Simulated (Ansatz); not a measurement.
Sensitivity of the gradients in SiO2 with an O vacancy to the input

This input was run with Ansatz:

```yaml
crystal:
  lattice:
    - [8.91698266, 0.0, 0.0]
    - [0.0, 8.91698266, 0.0]
    - [0.0, 0.0, 8.91698266]
  atoms:
    - { symbol: Si, position: [0.25, 0.0, 0.5] }
    - { symbol: Si, position: [0.75, 0.5, 0.0] }
    - { symbol: Si, position: [0.0, 0.25, 0.5] }
    - { symbol: Si, position: [0.5, 0.75, 0.0] }
    - { symbol: Si, position: [0.5, 0.0, 0.25] }
    - { symbol: Si, position: [0.0, 0.5, 0.75] }
    - { symbol: Si, position: [0.5, 0.25, 0.0] }
    - { symbol: Si, position: [0.0, 0.75, 0.5] }
    - { symbol: Si, position: [0.25, 0.5, 0.0] }
    - { symbol: Si, position: [0.75, 0.0, 0.5] }
    - { symbol: Si, position: [0.0, 0.5, 0.25] }
    - { symbol: Si, position: [0.5, 0.0, 0.75] }
    - { symbol: O, position: [0.35285604, 0.64714396, 0.01550144] }
    - { symbol: O, position: [0.48449856, 0.14714396, 0.14714396] }
    - { symbol: O, position: [0.98449856, 0.64714396, 0.64714396] }
    - { symbol: O, position: [0.85285604, 0.51550144, 0.14714396] }
    - { symbol: O, position: [0.35285604, 0.01550144, 0.64714396] }
    - { symbol: O, position: [0.14714396, 0.85285604, 0.51550144] }
    - { symbol: O, position: [0.64714396, 0.35285604, 0.01550144] }
    - { symbol: O, position: [0.51550144, 0.85285604, 0.14714396] }
    - { symbol: O, position: [0.01550144, 0.35285604, 0.64714396] }
    - { symbol: O, position: [0.14714396, 0.48449856, 0.14714396] }
    - { symbol: O, position: [0.64714396, 0.98449856, 0.64714396] }
    - { symbol: O, position: [0.14714396, 0.14714396, 0.48449856] }
    - { symbol: O, position: [0.64714396, 0.64714396, 0.98449856] }
    - { symbol: O, position: [0.51550144, 0.14714396, 0.85285604] }
    - { symbol: O, position: [0.01550144, 0.64714396, 0.35285604] }
    - { symbol: O, position: [0.14714396, 0.51550144, 0.85285604] }
    - { symbol: O, position: [0.64714396, 0.01550144, 0.35285604] }
    - { symbol: O, position: [0.35285604, 0.35285604, 0.98449856] }
    - { symbol: O, position: [0.85285604, 0.85285604, 0.48449856] }
    - { symbol: O, position: [0.98449856, 0.35285604, 0.35285604] }
    - { symbol: O, position: [0.48449856, 0.85285604, 0.85285604] }
    - { symbol: O, position: [0.35285604, 0.98449856, 0.35285604] }
    - { symbol: O, position: [0.85285604, 0.48449856, 0.85285604] }
total_charge: 2
kpoints:
  mp_grid: { grid: [1, 1, 1] }
scf:
  occupations: { method: fermi_dirac, width: 0.01 }
hamiltonian:
  xc: pbe
  pseudopotentials: { kind: paw, source: ansatz }
output:
  forces: true
  stress: true
  populations: true
  efg: { quadrupole_moments_barn: { O: -0.02558 }, contact_densities: true }
```

```sh
ansatz run input.yaml --threads 1 --pin off --max-ram 3072MiB --backend cpu --events-out ev --progress --plain --runs-dir out
```

It converged. Of its output the block on the nuclei alone is shown, without the SCF iterations, energies, forces and stress (one atom of each set, the first 14 sets):

```
--- PAW observables at the nuclei: V_zz in 10²¹ V/m², potentials from the cell's mean, atoms counted from 1 ---
  atom   1  Si V_zz =    -0.942024   η = 0.8457   by run symmetry: allowed
            electrostatic potential = -1350.373665 V   contact ρ = 12859.300053 e/Å³
  atom   2  Si V_zz =    -0.783549   η = 0.0510   by run symmetry: allowed
            electrostatic potential = -1350.801656 V   contact ρ = 12859.212447 e/Å³
  atom   3  Si V_zz =    +5.127425   η = 0.1847   by run symmetry: allowed
            electrostatic potential = -1349.034776 V   contact ρ = 12862.190895 e/Å³
  atom   4  Si V_zz =    -0.757792   η = 0.0157   by run symmetry: allowed
            electrostatic potential = -1350.680087 V   contact ρ = 12859.243368 e/Å³
  atom   5  Si V_zz =    +1.001190   η = 0.8731   by run symmetry: allowed
            electrostatic potential = -1350.476540 V   contact ρ = 12859.294760 e/Å³
  atom   6  Si V_zz =    -0.933103   η = 0.8797   by run symmetry: allowed
            electrostatic potential = -1350.457316 V   contact ρ = 12859.300169 e/Å³
  atom  13  O  V_zz =    +8.537542   η = 0.2450   by run symmetry: allowed   C_q = -5.2807 MHz
            electrostatic potential = -614.967170 V   contact ρ = 2155.846270 e/Å³
  atom  14  O  V_zz =    +9.475620   η = 0.2105   by run symmetry: allowed   C_q = -5.8609 MHz
            electrostatic potential = -615.253806 V   contact ρ = 2155.427601 e/Å³
  atom  15  O  V_zz =    +9.790316   η = 0.0542   by run symmetry: allowed   C_q = -6.0555 MHz
            electrostatic potential = -615.105374 V   contact ρ = 2155.383410 e/Å³
  atom  18  O  V_zz =    +9.285642   η = 0.1353   by run symmetry: allowed   C_q = -5.7434 MHz
            electrostatic potential = -614.951564 V   contact ρ = 2155.575254 e/Å³
  atom  19  O  V_zz =    +9.198942   η = 0.1490   by run symmetry: allowed   C_q = -5.6897 MHz
            electrostatic potential = -615.293047 V   contact ρ = 2155.530889 e/Å³
  atom  20  O  V_zz =    +9.531050   η = 0.1210   by run symmetry: allowed   C_q = -5.8952 MHz
            electrostatic potential = -615.156389 V   contact ρ = 2155.449152 e/Å³
  atom  21  O  V_zz =   +10.443965   η = 0.3485   by run symmetry: allowed   C_q = -6.4598 MHz
            electrostatic potential = -614.145608 V   contact ρ = 2156.197233 e/Å³
  atom  24  O  V_zz =    +9.866262   η = 0.6127   by run symmetry: allowed   C_q = -6.1025 MHz
            electrostatic potential = -614.025226 V   contact ρ = 2156.535331 e/Å³
```

Q: Can these gradients be trusted, and how do they compare with a run on standard settings?

A: Not as converged values. Against the standard input the change is `hamiltonian.pseudopotentials`: {kind: paw} → {kind: paw, source: ansatz}; `kpoints.mp_grid.grid`: [2, 2, 2] → [1, 1, 1]. A site carries the number of its first atom; V_zz in 10²¹ V/m².

```
site  atom  V_zz standard  η standard  V_zz here  η here
 Si3     3           4.58        0.20       5.13    0.18
 O13    13           9.04        0.10       8.54    0.24
 O14    14           9.50        0.12       9.48    0.21
 O18    18           9.41        0.17       9.29    0.14
 O20    20           9.37        0.06       9.53    0.12
 O21    21          10.59        0.33      10.44    0.35
 O24    24          10.17        0.60       9.87    0.61
 O25    25           9.19        0.20       8.90    0.22
 O26    26           9.47        0.11       9.34    0.14
 O27    27           9.51        0.13       9.16    0.33
 O28    28           9.19        0.04       9.03    0.36
 O29    29          11.01        0.23      11.14    0.17
```

The largest change of V_zz is on Si3, from 4.58 to 5.13. The whole tensor moves most on O28, by 1.73 along its most changed direction. In per cent, |V_zz| changes by +12 on Si, -6 to +2 on O (all sites that start above 2). Where |V_zz| stays above 0.1 and the axes keep their order, η moves most on O28, from 0.04 to 0.36. On O26, O13 V_xx and V_yy change places (or their axes turn by over 50°), so the two values of η hide a larger change. The table leaves out 7 of the 19 sites, with |V_zz| up to 9.80; their tensors move by 0.28 at most along any direction. The statements above cover all sites. The cutoff that the program takes moves with it, from 420 to 930 eV. The changed run reads another set of PAW files. SCF iterations: 20 and 40. In the changed run the k-mesh is coarser than the standard one, so its values aren't converged ones.

On the reference run: The run isn't spin-polarised, and a state with spin may lie lower. The defect repeats with the cell of 35 atoms, so it feels its images: sites between two images don't show the values beside a lone defect, and zeros or small values of η there can come from the images' arrangement. O and Si carry a gradient in the pure host already, so the values there aren't the defect's effect alone. A uniform background compensates the cell's charge. The defect cell has no gap above 0.1 eV on its mesh, so the values can hang on the smearing and the k-mesh. The neighbours have not yet relaxed around the defect (largest force 2.1 eV/Å), so a real crystal will differ.
